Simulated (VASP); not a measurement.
# Mg3Sb2 (P-3m1) in VASP: a series of runs

The runs below take Mg3Sb2 through relaxation of cell and atoms, with PBEsol.

All numbers are computed with VASP 6.6.1; they aren't measurements. Logs are shortened: lines on timing, memory, paths and dates and some standing lists are left out, and cuts for length are marked.

## 1. The crystal as given

The structure is trigonal, space group P-3m1 (No. 164). Conventional cell: a = 4.582 Å, b = 4.582 Å, c = 7.244 Å, α = 90.00°, β = 90.00°, γ = 120.00°. Mg (site symmetry 3m) has 4 Sb at 2.82 to 2.86 Å as nearest neighbours. Around Mg (site symmetry -3m) lie 6 Sb at 3.15 Å. Around Sb (site symmetry 3m) lie 7 Mg at 2.82 to 3.15 Å.

## 2. Relaxation of cell and atoms, PBEsol

INCAR

```
PREC = Accurate ; ENCUT = 600
EDIFF = 1E-6 ; ISMEAR = 0
SIGMA = 0.03 ; LREAL = False
LASPH = True ; NELM = 80
ALGO = Normal ; ISIF = 3
LWAVE = False ; LCHARG = False
GGA = PS ; IBRION = 2
NSW = 90 ; EDIFFG = -0.01
KPAR = 4
```

KPOINTS

```
regular mesh
0
Gamma
  9 9 5
```

POSCAR

```
Mg3Sb2
1.0
    4.5820000000      0.0000000000      0.0000000000
   -2.2910000000      3.9681284001      0.0000000000
    0.0000000000      0.0000000000      7.2440000000
Mg Sb
3 2
Direct
    0.3333333333      0.6666666667      0.6300000000
    0.6666666667      0.3333333333      0.3700000000
    0.0000000000      0.0000000000      0.0000000000
    0.3333333333      0.6666666667      0.2350000000
    0.6666666667      0.3333333333      0.7650000000
```

Potentials or basis: VASP PAW PBE potentials, release 64 (Mg, Sb).

Run with:

```
$ cat potpaw_PBE.64/Mg/POTCAR potpaw_PBE.64/Sb/POTCAR > POTCAR
$ mpirun -np 4 vasp_std > vasp.out
```

OUTCAR:

```text
PREC = Accurate
   ENCUT = 600
   EDIFF = 1E-6
   ISMEAR = 0
   LREAL = False
   LASPH = True
   NELM = 80
   ISIF = 3
   GGA = PS
   IBRION = 2
   NSW = 90
   EDIFFG = -0.01

 ion  position               nearest neighbor table
   1  0.333  0.667  0.630-   5 2.82   5 2.82   5 2.82   4 2.86   2 3.25   2 3.25   2 3.25
   2  0.667  0.333  0.370-   4 2.82   4 2.82   4 2.82   5 2.86   1 3.25   1 3.25   1 3.25
   3  0.000  0.000  0.000-   4 3.15   5 3.15   4 3.15   5 3.15   5 3.15   4 3.15
   4  0.333  0.667  0.235-   2 2.82   2 2.82   2 2.82   1 2.86   3 3.15   3 3.15   3 3.15
   5  0.667  0.333  0.765-   1 2.82   1 2.82   1 2.82   2 2.86   3 3.15   3 3.15   3 3.15

  LATTYP: Found a hexagonal cell.
 ALAT       =     4.5820000000
 C/A-ratio  =     1.5809690092

  Lattice vectors:

 A1 = (   4.5820000000,   0.0000000000,   0.0000000000)
 A2 = (  -2.2910000000,   3.9681284001,   0.0000000000)
 A3 = (   0.0000000000,   0.0000000000,   7.2440000000)

Analysis of symmetry for initial positions (statically):
=====================================================================
 Subroutine PRICEL returns:
 Original cell was already a primitive cell.

 Routine SETGRP: Setting up the symmetry group for a
 hexagonal supercell.

 Subroutine GETGRP returns: Found 12 space group operations
 (whereof 12 operations were pure point group operations)
 out of a pool of 24 trial point group operations.

The static configuration has the point symmetry D_3d.

Analysis of symmetry for dynamics (positions and initial velocities):
=====================================================================
 Subroutine PRICEL returns:
 Original cell was already a primitive cell.

 Routine SETGRP: Setting up the symmetry group for a
 hexagonal supercell.

 Subroutine GETGRP returns: Found 12 space group operations
 (whereof 12 operations were pure point group operations)
 out of a pool of 24 trial point group operations.

The dynamic configuration has the point symmetry D_3d.

 Subroutine INISYM returns: Found 12 space group operations
 (whereof 12 operations are pure point group operations),
 and found     1 'primitive' translations

----------------------------------------------------------------------------------------

                                     Primitive cell

  volume of cell :     131.7101

  direct lattice vectors                    reciprocal lattice vectors
     4.582000000  0.000000000  0.000000000     0.218245308  0.126003987  0.000000000
[... 109 lines left out ...]
   IALGO  =     38    algorithm
   IMIX   =      4    mixing-type and parameters
     AMIX     =   0.40;   BMIX     =  1.00
     AMIX_MAG =   1.60;   BMIX_MAG =  1.00
  volume/ion in A,a.u.               =      26.34       177.76
  Fermi-wavevector in a.u.,A,eV,Ry     =   0.810790  1.532171  8.944205  0.657381
  Thomas-Fermi vector in A             =   1.920030
   LORBIT       =      0    0 simple, 1 ext, 2 COOP (PROOUT), +10 PAW based schemes
   GGA     = PS    functional components
   LHFCALC =     F    Hartree Fock is set to
   AEXX    =    0.0000 exact exchange contribution
   IVDW    =     0    specifies the selected vdW correction
   LEPSILON=     F    determine dielectric tensor
   LRPA    =     F    only Hartree local field effects (RPA)
 conjugate gradient relaxation of ions
 non-spin polarized calculation
 Gauss-broadening in eV      SIGMA  =   0.03
  energy-cutoff  :      600.00
  volume of cell :      131.71
 maximum number of plane-waves:      4419
 NGX is ok and might be reduce to    40
   NGX = 19   NGY = 19   NGZ = 29

--------------------------------------- Ionic step        1  -------------------------------------------

 number of electron      16.0000000 magnetization

 Free energy of the ion-electron system (eV)
  ---------------------------------------------------
  ext. energy  EPLUGINS =         0.00000000
  ---------------------------------------------------
  free energy    TOTEN  =       -16.11704039 eV

  energy without entropy =      -16.11704039  energy(sigma->0) =      -16.11704039

------------------------ aborting loop because EDIFF is reached ----------------------------------------

  FORCE on cell =-STRESS in cart. coord.  units (eV):
  Direction    XX          YY          ZZ          XY          YZ          ZX
  --------------------------------------------------------------------------------------
  -------------------------------------------------------------------------------------
  Total       -0.5080225     -0.5080225      0.0964846     -0.0000000     -0.0000000      0.0000000
  in kB       -6.1797975     -6.1797975      1.1736786     -0.0000000     -0.0000000      0.0000000
  external PRESSURE =      -3.7286388 kB  Pullay stress =       0.0000000 kB
[... 182 lines left out ...]
--------------------------------------- Ionic step        6  -------------------------------------------

 number of electron      16.0000000 magnetization

 Free energy of the ion-electron system (eV)
  ---------------------------------------------------
  ext. energy  EPLUGINS =         0.00000000
  ---------------------------------------------------
  free energy    TOTEN  =       -16.16071512 eV

  energy without entropy =      -16.16071497  energy(sigma->0) =      -16.16071504

 E-fermi :   4.6304     XC(G=0):  -8.9502

 val. band max:        4.5544731934   @ k =   0.0000   0.0000   0.0000
 cond. band min:       4.7157467986   @ k =   0.0000   0.4444   0.4000
 fundamental gap:      0.1612736052
 Fermi energy:         4.6303905229

 k-point     1 :       0.0000    0.0000    0.0000
  band No.  band energies     occupation
      1      -5.9006      2.00000
      2      -4.5960      2.00000
      3      -0.4930      2.00000
      4       3.3892      2.00000
      5       3.3892      2.00000
      6       4.1135      2.00000
      7       4.1135      2.00000
      8       4.5545      1.99965
      9       5.6474      0.00000
     10       5.7078      0.00000
     11       7.5452      0.00000
     12       7.5452      0.00000
[... 331 lines left out ...]
 k-point    24 :      -0.1111    0.3333    0.2000
  band No.  band energies     occupation
      1      -5.2630      2.00000
      2      -4.4476      2.00000
      3       0.2007      2.00000
      4       1.2088      2.00000
      5       1.4389      2.00000
      6       2.3149      2.00000
      7       3.1950      2.00000
      8       3.7636      2.00000
      9       5.7009      0.00000
     10       6.8069      0.00000
     11       7.2355      0.00000
     12       7.8843      0.00000

 [... further k-points ...]
[... 5 lines left out ...]
  --------------------------------------------------------------------------------------
  -------------------------------------------------------------------------------------
  Total        0.0491054      0.0491054      0.0449401      0.0000000      0.0000000      0.0000000
  in kB        0.6103153      0.6103153      0.5585457      0.0000000      0.0000000      0.0000000
  external PRESSURE =       0.5930587 kB  Pullay stress =       0.0000000 kB
[... 20 lines left out ...]
  FREE ENERGIE OF THE ION-ELECTRON SYSTEM (eV)
  ---------------------------------------------------
  free  energy   TOTEN  =       -16.1607151176 eV

  energy  without entropy=      -16.1607149715  energy(sigma->0) =      -16.16071504

 reached required accuracy - stopping structural energy minimisation
```

OSZICAR:

```text
N       E                     dE             d eps       ncg     rms          rms(c)
DAV:   1     0.541884024845E+02    0.54188E+02   -0.57329E+03  1200   0.114E+03
DAV:   2    -0.122322055559E+02   -0.66421E+02   -0.61536E+02  1488   0.143E+02
DAV:   3    -0.166992898185E+02   -0.44671E+01   -0.43078E+01  1564   0.404E+01
[... 44 lines left out ...]
DAV:   2    -0.161611299235E+02    0.12079E-02   -0.23919E-03  1416   0.312E-01    0.868E-02
DAV:   3    -0.161607317120E+02    0.39821E-03   -0.13033E-03  1420   0.174E-01    0.200E-02
DAV:   4    -0.161607200502E+02    0.11662E-04   -0.51531E-05  1392   0.501E-02    0.186E-02
DAV:   5    -0.161607154320E+02    0.46181E-05   -0.13043E-05  1464   0.203E-02    0.420E-03
DAV:   6    -0.161607151176E+02    0.31443E-06   -0.17378E-06   708   0.783E-03
   6 F= -.16160715E+02 E0= -.16160715E+02  d E =-.991974E-03
```

Wall time 65 s (4 MPI ranks of Intel Xeon 6975P-C (Granite Rapids), shared host); peak memory 0.38 GiB.

Results:

```
Free energy                            : -16.1607 eV
Relaxed volume                         : 25.78 Å³/atom
Relaxed cell                           : a = 4.552 Å, b = 4.552 Å, c = 7.182 Å, α = 90.00°, β = 90.00°, γ = 120.00°
Space group after relaxing (to 0.05 Å) : P-3m1 (No. 164)
Energy gained by relaxing              : 8.7 meV/atom
Ionic steps                            : 6
Pressure after relaxing                : 0.1 GPa
Largest force after relaxing           : 0.008 eV/Å
Band gap on the k mesh                 : 0.16 eV, indirect (least direct gap 1.09 eV)
```

Forces in eV/Å, atoms in the order of the input:
```
Mg   0.000  0.000 -0.008
Mg   0.000  0.000  0.008
Mg   0.000  0.000  0.000
Sb   0.000  0.000  0.007
Sb   0.000  0.000 -0.007
```

The path:
| step | energy change (eV) | largest force (eV/Å) | pressure (GPa) | volume (Å³) |
| --- | --- | --- | --- | --- |
| 1 | 0.0000 | 0.4752 | -0.37 | 131.71 |
| 2 | -0.0233 | 0.3305 | -0.14 | 130.54 |
| 3 | -0.0358 | 0.1138 | 0.31 | 128.71 |
| 4 | -0.0423 | 0.0317 | -0.09 | 129.45 |
| 5 | -0.0427 | 0.0279 | -0.21 | 129.68 |
| 6 | -0.0437 | 0.0078 | 0.06 | 128.91 |

Final structure:
```xyz
5
Lattice="4.5524 0.0000 0.0000 -2.2762 3.9425 0.0000 0.0000 0.0000 7.1825" Properties=species:S:1:pos:R:3 pbc="T T T"
Mg    0.0000    2.6283    4.5437
Mg    2.2762    1.3142    2.6388
Mg    0.0000    0.0000    0.0000
Sb    0.0000    2.6283    1.6062
Sb    2.2762    1.3142    5.5763
```

Caveat: the PAW data sets were made with another functional, which shifts forces and pressure a little; spin-orbit coupling is left out, which moves the levels of the heavy elements; an odd mesh through Γ misses points on the zone boundary, where band edges often lie.

## 3. Relaxation of cell and atoms, PBEsol

This run uses another cell than the first one, of 25.78 Å³/atom, 0.979 times its volume.

INCAR

```
PREC = Accurate ; ENCUT = 600
EDIFF = 1E-7 ; ISMEAR = 0
SIGMA = 0.03 ; LREAL = False
LASPH = True ; NELM = 80
ALGO = Normal ; ISIF = 3
LWAVE = False ; LCHARG = False
GGA = PS ; IBRION = 2
NSW = 90 ; EDIFFG = -0.005
KPAR = 4
```

KPOINTS is that of step 2.

POSCAR

```
Mg3Sb2                                  
1.0
    4.5524044858     -0.0000000000     -0.0000000000
   -2.2762022429      3.9424979329      0.0000000000
   -0.0000000000     -0.0000000000      7.1824591908
  Mg              Sb            
     3     2
Direct
     0.3333333332999970    0.6666666667000030    0.6326104885230714
     0.6666666667000030    0.3333333332999970    0.3673895114769284
     0.0000000000000000    0.0000000000000000    0.0000000000000000
     0.3333333332999970    0.6666666667000030    0.2236239001245213
     0.6666666667000030    0.3333333332999970    0.7763760998754787
```

Potentials or basis: VASP PAW PBE potentials, release 64 (Mg, Sb).

Run with:

```
$ cat potpaw_PBE.64/Mg/POTCAR potpaw_PBE.64/Sb/POTCAR > POTCAR
$ mpirun -np 4 vasp_std > vasp.out
```

Wall time 33 s (4 MPI ranks of Intel Xeon 6975P-C (Granite Rapids), shared host); peak memory 0.33 GiB.

It converged, with:

```
Free energy                            : -16.1607 eV
Relaxed volume                         : 25.82 Å³/atom
Relaxed cell                           : a = 4.555 Å, b = 4.555 Å, c = 7.186 Å, α = 90.00°, β = 90.00°, γ = 120.00°
Space group after relaxing (to 0.05 Å) : P-3m1 (No. 164)
Energy gained by relaxing              : 0.0 meV/atom
Ionic steps                            : 4
Pressure after relaxing                : 0.0 GPa
Largest force after relaxing           : 0.005 eV/Å
Band gap on the k mesh                 : 0.16 eV, indirect (least direct gap 1.09 eV)
```

Forces in eV/Å, atoms in the order of the input:
```
Mg   0.000  0.000 -0.004
Mg   0.000  0.000  0.004
Mg   0.000  0.000  0.000
Sb   0.000  0.000  0.005
Sb   0.000  0.000 -0.005
```

Final structure:
```
Mg Sb
1.0
     4.55465    0.00000    0.00000
    -2.27732    3.94444    0.00000
     0.00000    0.00000    7.18601
Mg Sb
3 2
Direct
  0.33333 0.66667 0.63251
  0.66667 0.33333 0.36749
  0.00000 0.00000 0.00000
  0.33333 0.66667 0.22374
  0.66667 0.33333 0.77626
```

Levels at points of the mesh, in eV from the valence-band top:
```csv
k point,band 6,band 7,band 8,band 9,band 10,band 11
"(0.00, 0.00, 0.00)",-0.44,-0.44,0.00,1.09,1.15,2.99
```

Caveat: the PAW data sets were made with another functional, which shifts forces and pressure a little; spin-orbit coupling is left out, which moves the levels of the heavy elements; an odd mesh through Γ misses points on the zone boundary, where band edges often lie.
